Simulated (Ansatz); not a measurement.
# What DFT gives for Mo

```
Mo
1.0
     2.89474    0.00000    0.00000
     1.43858   -2.51264    0.00000
     0.00000    0.00000   48.11346
Mo
14
Cartesian
  0.9476 -0.3408 8.5000
  2.1550 -1.2344 11.1361
  3.7936 -2.1081 13.2755
  0.9136 -0.1088 15.8270
  2.1679 -1.4388 18.3098
  3.8906 -2.4168 20.6069
  0.9557 -0.5280 22.9712
  2.5814 -1.8081 25.2470
  2.5597 -0.2667 28.0409
  3.5183 -1.2941 30.1100
  2.6449 -1.9579 32.6594
  2.8162 -0.2446 34.9759
  0.7088 -1.2243 37.2451
  2.7288 -1.8364 39.6135
```

Level: r2SCAN, dipole correction along c, no spin polarisation; 500 eV; 7×7×1 (shifted by 0.5, 0.5, 0 steps) mesh; fermi-dirac occupations (width 0.0197 eV); Ansatz 0.2.0, fixed geometry.

**Question.** Is there a gap?

**Answer.** It is a metal, with about 17 states/eV a cell as the mean within 0.25 eV of the Fermi level, mostly Mo d (90 %).

**Question.** Describe some of the short contacts.

**Answer.** Mo–Mo at 2.50 Å: least valence density 0.60 e/Å³ and ELF 0.37 there. These are pseudo-fields; inside the PAW spheres they differ from the all-electron ones.

**Question.** Which atom feels the largest force, and which way?

**Answer.** The largest is on Mo1: 1.77 eV/Å, components (0.03, 0.00, 1.77). It makes 91° with the line to a nearest neighbour, Mo1 at 2.89 Å.

Origin: a slab in vacuum, so it need not be a known compound. Caveats: the exchange-correlation potential is rough where the density is thin; the k mesh is coarse if the cell is a metal; atoms or cell far from equilibrium; stress is the mean over slab and vacuum.
